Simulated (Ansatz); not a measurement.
Write the native input for Ansatz 0.2.0 that does the following.

```yaml
Task: relaxation of cell and atoms
Functional: LDA
Potentials_or_basis: all-electron LAPW, scalar-relativistic
Basis_error_allowed: 0.002 eV/atom
k_mesh: 5 × 5 × 5
Occupations: fermi-dirac, width 0.05 eV
Spin: collinear spin, ferromagnetic start
Starting_moments: "[1.0, 1.0, 1.0, 1.0, 0.0, 0.0, 0.0, 0.0] μB"
```

Crystal: SiNi.

```xyz
8
Lattice="4.5037 0.0000 0.0000 0.0000 4.5037 0.0000 0.0000 0.0000 4.5037" Properties=species:S:1:pos:R:3 pbc="T T T"
Ni    0.6733    0.6733    0.6733
Ni    2.9252    1.5785    3.8304
Ni    3.8304    2.9252    1.5785
Ni    1.5785    3.8304    2.9252
Si    3.8139    3.8139    3.8139
Si    1.5620    2.9417    0.6898
Si    0.6898    1.5620    2.9417
Si    2.9417    0.6898    1.5620
```

The cell is a database's computed one.

One way to write it, as run:

input.yaml

```yaml
crystal:
  lattice:
    - [4.503694, 0.0, 0.0]
    - [0.0, 4.503694, 0.0]
    - [0.0, 0.0, 4.503694]
  atoms:
    - { symbol: Ni, position: [0.149504, 0.149504, 0.149504], spin: 1.0 }
    - { symbol: Ni, position: [0.649504, 0.350496, 0.850496], spin: 1.0 }
    - { symbol: Ni, position: [0.850496, 0.649504, 0.350496], spin: 1.0 }
    - { symbol: Ni, position: [0.350496, 0.850496, 0.649504], spin: 1.0 }
    - { symbol: Si, position: [0.84683, 0.84683, 0.84683] }
    - { symbol: Si, position: [0.34683, 0.65317, 0.15317] }
    - { symbol: Si, position: [0.15317, 0.34683, 0.65317] }
    - { symbol: Si, position: [0.65317, 0.15317, 0.34683] }
kpoints:
  mp_grid: { grid: [5, 5, 5] }
scf:
  occupations: { method: fermi_dirac, width: 0.05 }
hamiltonian:
  xc: lda
  pseudopotentials: { kind: all_electron, lapw: { basis_error: 0.002 } }
magnetization:
  spin_polarized: true
output:
  forces: true
  stress: true
relax:
  f_tol: 0.005
  max_steps: 60
  cell: {}
```

Potentials or basis: all-electron LAPW, scalar-relativistic.

Command:

```sh
$ ansatz run input.yaml --threads 4 --pin off --max-ram 14336MiB --backend cpu --events-out ev --progress --plain --runs-dir out
```

It gave:

```
Relaxed volume                         : 10.87 Å³/atom
Relaxed cell                           : a = 4.430 Å, b = 4.430 Å, c = 4.430 Å, α = 90.00°, β = 90.00°, γ = 90.00°
Space group after relaxing (to 0.05 Å) : P2_13 (No. 198)
Energy gained by relaxing              : 17.1 meV/atom
Ionic steps                            : 6
Pressure after relaxing                : 0.0 GPa
Net moment                             : 0.00 μB per cell
Absolute moment                        : 0.00 μB per cell
```

Caveat: the k mesh is thin for a metal, which can move the energy by tens of meV per atom; the starting moments weren't kept.

It took 100 s on 4 threads of AMD EPYC 7R13 Processor (Zen 3), on a shared host, peak memory 0.87 GiB.
